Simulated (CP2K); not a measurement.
Write the native input for CP2K 2026.2 that does the following.

```
Task                                : single point
Functional                          : PBE
Potentials or basis                 : POTENTIAL_UZH Cu GTH-PBE-q11, O GTH-PBE-q6; TZVP-MOLOPT-PBE-GTH basis
Density cutoff                      : 8163 eV
k mesh                              : 8 × 8 × 6
Occupations                         : fermi-dirac, width 0.05 eV
Spin                                : no spin polarisation
SCF solver                          : diagonalisation with k points
Quickstep method                    : GPW
EPS_DEFAULT                         : 1.0E-10
EPS_SCF                             : 1.0E-6
MAX_SCF                             : 100
SCF_GUESS                           : ATOMIC
k points reduced by the point group : yes
Mesh centred on Gamma               : yes
CHOLESKY                            : OFF
EPS_EIGVAL                          : 1.0E-7
MIXING METHOD                       : BROYDEN_MIXING
MIXING ALPHA                        : 0.4
NBUFFER                             : 8
NGRIDS                              : 5
Basis sets                          : Cu TZVP-MOLOPT-PBE-GTH-q11, O TZVP-MOLOPT-PBE-GTH-q6
Potentials                          : Cu GTH-PBE-q11 of POTENTIAL_UZH, O GTH-PBE-q6 of POTENTIAL_UZH
ADDED_MOS                           : [20]
MPI ranks                           : 2
REL_CUTOFF (Ry)                     : 60 Ry
MIXING BETA (1/bohr)                : 1.5 1/bohr
CUTOFF of the grids                 : 600 Ry
```

The system is CuO.

```xyz
4
Lattice="3.1755 0.0000 0.0000 0.0000 3.1755 0.0000 0.0000 0.0000 4.6495" Properties=species:S:1:pos:R:3 pbc="T T T"
Cu    0.0000    0.0000    0.0000
Cu    1.5877    1.5877    0.0000
O     1.5877    0.0000    1.2414
O     0.0000    1.5877    3.4081
```

The cell was built by a generator and needn't be a form met in nature.

These files were run (other wordings do the same):

cuo_scf.inp

```
&GLOBAL
  PROJECT cuo_scf
  RUN_TYPE ENERGY_FORCE
  PRINT_LEVEL LOW
&END GLOBAL
&FORCE_EVAL
  METHOD QS
  STRESS_TENSOR ANALYTICAL
  &DFT
    BASIS_SET_FILE_NAME BASIS_MOLOPT_UZH
    POTENTIAL_FILE_NAME POTENTIAL_UZH
    &MGRID
      CUTOFF 600
      REL_CUTOFF 60
      NGRIDS 5
    &END MGRID
    &QS
      METHOD GPW
      EPS_DEFAULT 1.0E-10
    &END QS
    &KPOINTS
      SCHEME MONKHORST-PACK 8 8 6
      GAMMA_CENTERED T
      SYMMETRY T
      SYMMETRY_BACKEND SPGLIB
    &END KPOINTS
    &SCF
      SCF_GUESS ATOMIC
      EPS_SCF 1.0E-6
      MAX_SCF 100
      ADDED_MOS 20
      CHOLESKY OFF
      EPS_EIGVAL 1.0E-7
      &DIAGONALIZATION ON
        ALGORITHM STANDARD
      &END DIAGONALIZATION
      &MIXING ON
        METHOD BROYDEN_MIXING
        ALPHA 0.4
        BETA 1.5
        NBUFFER 8
      &END MIXING
      &SMEAR ON
        METHOD FERMI_DIRAC
        ELECTRONIC_TEMPERATURE 580.23
      &END SMEAR
    &END SCF
    &XC
      &XC_FUNCTIONAL PBE
      &END XC_FUNCTIONAL
    &END XC
    &PRINT
      &KPOINTS ON
      &END KPOINTS
      &MULLIKEN ON
      &END MULLIKEN
      &MO ON
        ENERGIES T
        OCCUPATION_NUMBERS T
        &EACH
          QS_SCF 0
        &END EACH
        ADD_LAST NUMERIC
      &END MO
      &LOWDIN ON
      &END LOWDIN
      &HIRSHFELD ON
        SHAPE_FUNCTION DENSITY
      &END HIRSHFELD
    &END PRINT
  &END DFT
  &SUBSYS
    &CELL
      A 3.1754955000 0.0000000000 0.0000000000
      B 0.0000000000 3.1754955000 0.0000000000
      C 0.0000000000 0.0000000000 4.6495318700
      PERIODIC XYZ
    &END CELL
    &COORD
      SCALED
      Cu  0.0000000000 0.0000000000 0.0000000000
      Cu  0.5000000000 0.5000000000 0.0000000000
      O   0.5000000000 0.0000000000 0.2670000000
      O   0.0000000000 0.5000000000 0.7330000000
    &END COORD
    &KIND Cu
      BASIS_SET TZVP-MOLOPT-PBE-GTH-q11
      POTENTIAL GTH-PBE-q11
    &END KIND
    &KIND O
      BASIS_SET TZVP-MOLOPT-PBE-GTH-q6
      POTENTIAL GTH-PBE-q6
    &END KIND
    &PRINT
      &ATOMIC_COORDINATES ON
      &END ATOMIC_COORDINATES
      &CELL ON
      &END CELL
      &SYMMETRY ON
      &END SYMMETRY
    &END PRINT
  &END SUBSYS
  &PRINT
    &FORCES ON
    &END FORCES
    &STRESS_TENSOR ON
    &END STRESS_TENSOR
  &END PRINT
&END FORCE_EVAL
```

Potentials or basis: POTENTIAL_UZH Cu GTH-PBE-q11, O GTH-PBE-q6; TZVP-MOLOPT-PBE-GTH basis.

Run with:

```console
$ OMP_NUM_THREADS=1 mpirun -n 2 cp2k.psmp -i cuo_scf.inp -o cuo_scf.out
```

It gave:

| Quantity | Value |
| --- | --- |
| Pressure | 19.6 GPa |
| Largest force | 0.720 eV/Å |
| Band gap on the k mesh | none (metal or under the smearing width) |
| Mulliken charges | Cu +0.60; O -0.60 e |
| Hirshfeld charges | Cu +0.15; O -0.15 e |

Caveat: Mulliken charges move with the basis; so large a pressure means that the cell lies far from this level's equilibrium, or that cutoff or potentials fall short; the basis of atomic orbitals isn't converged, which shifts pressures, moduli and gaps; the run has no spin polarisation, though such a crystal can be magnetic; semilocal functionals often make such compounds metallic where correlation or magnetic order opens a gap, which also shifts bond lengths.

Wall time 92 s on 2 MPI ranks on Arm Neoverse V1, with other jobs on the host.
